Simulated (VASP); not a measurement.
# KTaO3 (Pm-3m) in VASP: notebook, part 2 of 2

VASP 6.6.1.

**4. Relaxation of cell and atoms, PBEsol**

INCAR

```
SYSTEM = KTaO3
  ALGO = Normal
  EDIFF = 1E-6
  EDIFFG = -0.01
  ENCUT = 600
  GGA = PS
  IBRION = 2
  ISIF = 3
  ISMEAR = 0
  LASPH = .True.
  LCHARG = .False.
  LREAL = .False.
  LWAVE = .False.
  NELM = 80
  NSW = 90
  PREC = Accurate
  SIGMA = 0.03
```

KPOINTS

```
k-points
0
Gamma
  8 8 8
  0 0 0
```

POSCAR

```
KTaO3
1.0
    3.9883000000      0.0000000000      0.0000000000
    0.0000000000      3.9883000000      0.0000000000
    0.0000000000      0.0000000000      3.9883000000
K Ta O
1 1 3
Direct
    0.5000000000      0.5000000000      0.5000000000
    0.0000000000      0.0000000000      0.0000000000
    0.5000000000      0.0000000000      0.0000000000
    0.0000000000      0.5000000000      0.0000000000
    0.0000000000      0.0000000000      0.5000000000
```

Potentials or basis: VASP PAW PBE potentials, release 64 (K_sv, Ta_pv, O).

Command:

```
> cat potpaw_PBE.64/K_sv/POTCAR potpaw_PBE.64/Ta_pv/POTCAR potpaw_PBE.64/O/POTCAR > POTCAR
> mpirun -np 1 vasp_std > vasp.out
```

OUTCAR:

```text
SYSTEM = KTaO3
   EDIFF = 1E-6
   EDIFFG = -0.01
   ENCUT = 600
   GGA = PS
   IBRION = 2
   ISIF = 3
   ISMEAR = 0
   LASPH = .True.
   LREAL = .False.
   NELM = 80
   NSW = 90
   PREC = Accurate

 ion  position               nearest neighbor table
   1  0.500  0.500  0.500-   3 2.82   4 2.82   5 2.82   3 2.82   4 2.82   3 2.82   5 2.82   3 2.82
                             4 2.82   5 2.82   4 2.82   5 2.82   2 3.45   2 3.45   2 3.45   2 3.45
   2  0.000  0.000  0.000-   3 1.99   4 1.99   5 1.99   5 1.99   4 1.99   3 1.99   1 3.45   1 3.45
                             1 3.45   1 3.45   1 3.45   1 3.45   1 3.45   1 3.45
   3  0.500  0.000  0.000-   2 1.99   2 1.99   1 2.82   1 2.82   1 2.82   1 2.82
   4  0.000  0.500  0.000-   2 1.99   2 1.99   1 2.82   1 2.82   1 2.82   1 2.82
   5  0.000  0.000  0.500-   2 1.99   2 1.99   1 2.82   1 2.82   1 2.82   1 2.82

  LATTYP: Found a simple cubic cell.
 ALAT       =     3.9883000000

  Lattice vectors:

 A1 = (   3.9883000000,   0.0000000000,   0.0000000000)
 A2 = (   0.0000000000,   3.9883000000,   0.0000000000)
 A3 = (   0.0000000000,   0.0000000000,   3.9883000000)

Analysis of symmetry for initial positions (statically):
=====================================================================
[... 188 lines left out ...]
  -------------------------------------------------------------------------------------
  Total        0.0524317      0.0524317      0.0524317      0.0000000     -0.0000000      0.0000000
  in kB        1.3241623      1.3241623      1.3241623      0.0000000     -0.0000000      0.0000000
  external PRESSURE =       1.3241623 kB  Pullay stress =       0.0000000 kB
[... 65 lines left out ...]
--------------------------------------- Ionic step        3  -------------------------------------------

 number of electron      37.9999991 magnetization

 Free energy of the ion-electron system (eV)
  ---------------------------------------------------
  ext. energy  EPLUGINS =         0.00000000
  ---------------------------------------------------
  free energy    TOTEN  =       -42.92837421 eV

  energy without entropy =      -42.92837421  energy(sigma->0) =      -42.92837421

 E-fermi :   1.8630     XC(G=0): -11.1360

 val. band max:        1.6569870677   @ k =   0.5000   0.5000   0.5000
 cond. band min:       3.7423754906   @ k =   0.0000   0.0000   0.0000
 fundamental gap:      2.0853884229
 Fermi energy:         1.8630366748

 k-point     1 :       0.0000    0.0000    0.0000
  band No.  band energies     occupation
      1     -32.4080      2.00000
      2     -32.4080      2.00000
      3     -32.4080      2.00000
      4     -25.4600      2.00000
      5     -15.8260      2.00000
      6     -15.0987      2.00000
[... 613 lines left out ...]
     22       7.7033      0.00000
     23       9.9772      0.00000

 [... further k-points ...]

------------------------ aborting loop because EDIFF is reached ----------------------------------------

  FORCE on cell =-STRESS in cart. coord.  units (eV):
  Direction    XX          YY          ZZ          XY          YZ          ZX
  --------------------------------------------------------------------------------------
  -------------------------------------------------------------------------------------
  Total        0.0036085      0.0036085      0.0036085     -0.0000000     -0.0000000      0.0000000
  in kB        0.0910801      0.0910801      0.0910801     -0.0000000     -0.0000000      0.0000000
  external PRESSURE =       0.0910801 kB  Pullay stress =       0.0000000 kB
[... 20 lines left out ...]
  FREE ENERGIE OF THE ION-ELECTRON SYSTEM (eV)
  ---------------------------------------------------
  free  energy   TOTEN  =       -42.9283742058 eV

  energy  without entropy=      -42.9283742058  energy(sigma->0) =      -42.92837421

 reached required accuracy - stopping structural energy minimisation
```

OSZICAR:

```text
N       E                     dE             d eps       ncg     rms          rms(c)
DAV:   1     0.356588835572E+03    0.35659E+03   -0.23021E+04  1610   0.185E+03
[... 21 lines left out ...]
       N       E                     dE             d eps       ncg     rms          rms(c)
DAV:   1    -0.429285621359E+02   -0.21781E-03   -0.56036E-03  1813   0.723E-01    0.126E-01
DAV:   2    -0.429284061077E+02    0.15603E-03   -0.55287E-04  1841   0.174E-01    0.587E-02
DAV:   3    -0.429283751526E+02    0.30955E-04   -0.55165E-05  2067   0.731E-02    0.208E-02
DAV:   4    -0.429283724827E+02    0.26700E-05   -0.19616E-05  2290   0.297E-02    0.117E-02
DAV:   5    -0.429283738466E+02   -0.13640E-05   -0.11705E-06  1390   0.735E-03    0.245E-03
DAV:   6    -0.429283742058E+02   -0.35915E-06   -0.46038E-07   987   0.492E-03
   3 F= -.42928374E+02 E0= -.42928374E+02  d E =-.154995E-04
```

Wall time 74 s (1 thread of AMD EPYC 7R13 (Zen 3), shared host); peak memory 0.19 GiB.

Results:

```
Free energy                            : -42.9284 eV
Relaxed volume                         : 12.70 Å³/atom
Relaxed cell                           : a = 3.989 Å, b = 3.989 Å, c = 3.989 Å, α = 90.00°, β = 90.00°, γ = 90.00°
Space group after relaxing (to 0.05 Å) : Pm-3m (No. 221)
Energy gained by relaxing              : 0.0 meV/atom
Ionic steps                            : 3
Pressure after relaxing                : 0.0 GPa
Band gap on the k mesh                 : 2.09 eV, indirect (least direct gap 2.71 eV)
```

Final structure:
```
K Ta O
1.0
     3.98907    0.00000    0.00000
     0.00000    3.98907    0.00000
     0.00000    0.00000    3.98907
K Ta O
1 1 3
Direct
  0.50000 0.50000 0.50000
  0.00000 0.00000 0.00000
  0.50000 0.00000 0.00000
  0.00000 0.50000 0.00000
  0.00000 0.00000 0.50000
```

Levels at points of the mesh, in eV from the valence-band top:
```
           k point  band 16  band 17  band 18  band 19  band 20  band 21  band 22  band 23
(0.00, 0.00, 0.00)    -1.07    -0.62    -0.62    -0.62     2.09     2.09     2.09     6.44
(0.50, 0.00, 0.00)    -2.18    -1.55    -0.85    -0.85     2.25     4.98     4.98     6.79
(0.50, 0.50, 0.00)    -1.66    -1.45    -1.45    -0.04     5.02     5.02     6.31     7.63
(0.50, 0.50, 0.50)    -3.94     0.00     0.00     0.00     6.45     6.45     6.45     8.80
```

Caveat: the PAW data sets were made with another functional, which shifts forces and pressure a little; spin-orbit coupling is left out, which moves the levels of the heavy elements. As with any semilocal functional, this PBEsol gap is likely too small.
